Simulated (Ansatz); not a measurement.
# CaF2 (Fluorite) in Ansatz: the effect of functional

Crystal: CaF2 (Fluorite).

```xyz
3
Lattice="0.0000 2.7127 2.7127 2.7127 0.0000 2.7127 2.7127 2.7127 0.0000" Properties=species:S:1:pos:R:3 pbc="T T T"
Ca    0.0000    0.0000    0.0000
F     4.0690    4.0690    4.0690
F     1.3563    1.3563    1.3563
```

The cell isn't the ideal one: volume scaled by 0.98.

Alike in all runs:

- Program: Ansatz 0.2.0
- Task: single point
- Potentials or basis: Ansatz PAW
- k mesh: 8 × 8 × 8
- Occupations: fermi-dirac, width 0.05 eV
- Spin: no spin polarisation

Problem. One run gave: gap on the mesh 8.08 eV; pressure 0.7 GPa. Which functional did it use?
A. LDA
B. PBEsol
C. r2SCAN

Solution. C.

```tsv
functional	cutoff	gap on the mesh (eV)	pressure (GPa)
LDA	420 eV (not typed: the program's choice for these potentials)	7.04	-5.0
PBEsol	420 eV (not typed: the program's choice for these potentials)	7.23	-0.2
r2SCAN	500 eV (not typed: the program's choice for these potentials)	8.08	0.7
```

Caveats: the PAW data sets come from PBE, with cores solved anew for the run's functional, which leaves a small shift of forces and pressure.

A k mesh can miss the band edges.

Runs at the PBE level aren't shown here.
